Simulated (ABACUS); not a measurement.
## MgS (Niningerite): equation of state with PBEsol

Crystal: MgS (Niningerite).

```
S Mg
1.0
     0.00000    2.60165    2.60165
     2.60165    0.00000    2.60165
     2.60165    2.60165    0.00000
S Mg
1 1
Cartesian
  2.6016 2.6016 2.6016
  0.0000 0.0000 0.0000
```

```
Program             : ABACUS 3.10.1
Task                : equation of state
Functional          : PBEsol
Potentials or basis : PseudoDojo NC SR 0.5 PBE stringent
Cutoff              : 1143 eV
Density cutoff      : 4572 eV
Basis               : plane waves
k mesh              : 7 × 7 × 7
Occupations         : fermi-dirac, width 0.05 eV
Spin                : no spin polarisation
```

- Equilibrium volume: 17.46 Å³/atom
- Bulk modulus: 78 GPa
- Pressure derivative of the bulk modulus: 4.0 (rough: it moves with the points fitted)

Energy against volume, from the lowest point:
| volume (Å³/atom) | energy (meV/atom) |
| --- | --- |
| 16.553 | 11.85 |
| 17.257 | 0.00 |
| 17.962 | 2.80 |
| 18.666 | 17.56 |

All runs of the series together: 13 s on 4 threads of Intel(R) Xeon(R) 6975P-C (Granite Rapids), with other jobs on the host.

Caveat: the potentials were made for another functional, which shifts forces and pressure.
